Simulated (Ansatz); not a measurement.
## Ge: from a guess to a relaxed structure

The calculation used DFT PBE, scalar-relativistic, plane waves, PAW (Ansatz). Cutoff 420 eV, Gaussian smearing, Γ-centred meshes. Cell and atoms relax first on a coarse mesh and then on a finer one. In between, the cell is made exact in the group found at 0.06 Å. In metals the finer mesh still leaves noise of several meV/atom or more. The steps can't lower the symmetry of their start. No spin polarisation.

The cell of Ge is invented: random cell by space group and Wyckoff sites (P4/nmm, No. 129). The dimensions are guesses.

```
Ge
1.0
     3.58135    0.00000    0.00000
     0.00000    3.58135    0.00000
     0.00000    0.00000    3.25834
Ge
2
Direct
  0.50000 0.00000 0.51177
  0.00000 0.50000 0.48823
```

Energies count from the standard state of Ge at the same level.

Question: What does it relax into?

Answer: The symmetry goes from P4/nmm (No. 129) to Pm-3m (No. 221), and the primitive cell from 2 to 1 atom. The end has the simple cubic type. The volume per atom shrinks by 4.7 %, from 20.9 to 19.9 Å³. The shortest distance goes from 2.53 Å (Ge–Ge) to 2.71 Å (Ge–Ge). The energy falls by about 0.24 eV/atom (the start's value is from the coarse mesh). The end is written in a standard setting, so origin, axes and order of atoms can differ from the start's. Conventional cell: a = 2.711 Å. Around Ge lie 6 Ge at 2.71 Å.

```
Ge
1.0
     2.71092    0.00000    0.00000
     0.00000    2.71092    0.00000
     0.00000    0.00000    2.71092
Ge
1
Direct
  0.50000 0.50000 0.50000
```

Question: Give its energy and gap.

Answer: The energy over the standard state is +0.24 eV/atom. The gap on the 20×20×20 mesh of the 1-atom cell is 0 eV (a metal).

So it is a metastable form at best.

The last run used Gaussian smearing of 0.10 eV. A structure relaxed within its symmetry needn't be a true minimum. In all, the 3 runs took 2.4 min on 1 thread of Intel(R) Xeon(R) Processor @ 2.50GHz (Skylake/Cascade Lake), with other jobs on the host.
